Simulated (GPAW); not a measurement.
The system is KBr.

```xyz
2
Lattice="0.0000 3.3000 3.3000 3.3000 0.0000 3.3000 3.3000 3.3000 0.0000" Properties=species:S:1:pos:R:3 pbc="T T T"
Br    3.3000    3.3000    3.3000
K     0.0000    0.0000    0.0000
```

Base run:

| Property | Result |
| --- | --- |
| Program | GPAW 26.7.0 |
| Functional | GLLB-SC |
| Potentials or basis | the program's PAW data sets (release 1.2.1) made for this functional |
| Cutoff | 600 eV |
| Basis | pw |
| k mesh | 6 × 6 × 6 |
| Occupations | fermi-dirac, width 0.05 eV |
| Spin | no spin polarisation |

Its results: band gap on the k mesh with the derivative discontinuity 8.49 eV.

The run is repeated on the same cell with these changes: functional from GLLB-SC to LDA; potentials or basis from the program's PAW data sets (release 1.2.1) made for this functional to JTH PAW 2.0, LDA; cutoff from 600 eV to 500 eV. What comes out?

Band gap on the k mesh 4.03 eV, direct.

Caveats: the GLLB-SC gap is the Kohn-Sham gap of the path plus the derivative discontinuity (some runs); a model potential gives levels but no total energy (some runs); the program truncates these outside data sets (some runs).

A k mesh can miss the band edges.

Not every run made on this cell is shown here.
